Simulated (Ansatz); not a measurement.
## How stiff is this cell of SnO2?

Cell: a measured structure from the Crystallography Open Database (COD), its atoms then relaxed with PBE in this cell.

```yaml
crystal:
  lattice:
    - [4.73800, 0.00000, 0.00000]
    - [0.00000, 4.73800, 0.00000]
    - [0.00000, 0.00000, 3.18650]
  atoms:
    - { symbol: Sn, position: [0.00000, 0.00000, 0.00000] }
    - { symbol: Sn, position: [0.50000, 0.50000, 0.50000] }
    - { symbol: O, position: [0.30540, 0.30540, 0.00000] }
    - { symbol: O, position: [0.19460, 0.80540, 0.50000] }
    - { symbol: O, position: [0.69460, 0.69460, 0.00000] }
    - { symbol: O, position: [0.80540, 0.19460, 0.50000] }
```

Atoms are numbered from 1 in the order listed; like atoms form one site, named after its first atom.

Level of theory: DFT, PBE, plane waves and PAW, scalar-relativistic, 420 eV cutoff, Γ-centred 7×7×9 k-points, Fermi–Dirac smearing 0.02 eV (Ansatz 0.2.0).

The cell is stretched along z (the third Cartesian axis of the run's cell), x and y held, and the ions relax again each time. Tension counts as positive.

| strain along z (%) | stress along z (GPa) | stress along x (GPa) | gap on the k-mesh (eV) |
| --- | --- | --- | --- |
| -3 | -26.8 | -15.5 | 1.65 |
| -2 | -21.7 | -13.6 | 1.52 |
| -1 | -16.9 | -11.7 | 1.39 |
| 0 | -12.2 | -10.0 | 1.24 |
| +1 | -7.8 | -8.3 | 1.11 |
| +2 | ? | ? | ? |
| +3 | 0.0 | -5.2 | 0.84 |

Question: Estimate the row at +2 % from the others.

Answer: stress along z (GPa): -3.8; stress along x (GPa): -6.7; gap on the k-mesh (eV): 0.97. Worked: parabolas through the other 6 rows give -3.8 and -6.7 GPa at +2 %. Their slopes at zero strain are 447 GPa (the stiffness along z) and 171 GPa (the coupling of z to x). They hold at this cell, where the calculated pressure is 10.7 GPa. The gap closes by 140 meV per per cent of stretch between the rows next to zero strain; the parabola gives 0.97 eV for the withheld row.

PBE gaps are too small, by a third to a half in many semiconductors; their changes with strain are better.

All values belong to this cell and structure model.
